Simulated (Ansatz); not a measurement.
# CoO under changes of volume

One of the cells (11.575 Å³/atom); the others are scaled copies at fixed shape and fractional positions:

```
Co O
1.0
     3.19765    0.00000    0.00000
    -1.59882    2.76924    0.00000
     0.00000    0.00000    5.22871
Co O
2 2
Direct
  0.33333 0.66667 0.50336
  0.00000 0.00000 0.00347
  0.33333 0.66667 0.87156
  0.00000 0.00000 0.37161
```

Measurements of this composition are mostly on another form, of space group No. 225.

```yaml
Program: Ansatz 0.2.0
Functional: PBE
Potentials_or_basis: Ansatz PAW
Cutoff: "420 eV (not typed: the program's choice for these potentials)"
k_mesh: 10 × 10 × 5
Occupations: fermi-dirac, width 0.05 eV
Spin: collinear spin, ferromagnetic start
Starting_moments: "[2.0, 2.0, 0.0, 0.0] μB"
```

```tsv
volume (Å³/atom)	energy over the lowest point (meV/atom)	pressure (GPa)	largest force (eV/Å)
10.881	16.35	7.5	0.139
11.112	?	?	?
11.344	1.42	1.9	0.177
11.575	0.00	-0.6	0.173
11.807	2.30	-3.0	0.163
12.038	7.99	-5.2	0.150
12.270	16.67	-7.2	0.138
```

What does the run at 11.112 Å³/atom give?

Energy over the lowest point 6.86 meV/atom; pressure 4.7 GPa; largest force 0.168 eV/Å.

Worked out: A Birch-Murnaghan fit of order 3 (a polynomial in V^(-2/3)) to the other rows has its minimum at 11.54 Å³/atom with B0 = V·E''(V) = 127 GPa and B' = 3.2 at fixed shape and positions, which overstates the stiffness. It gives 6.73 meV/atom at 11.112 Å³/atom, against the run's 6.86, and -dE/dV = 5.1 GPa, against 4.7.

Energies are extrapolated to zero smearing.

Caveats: the starting moments weren't kept.
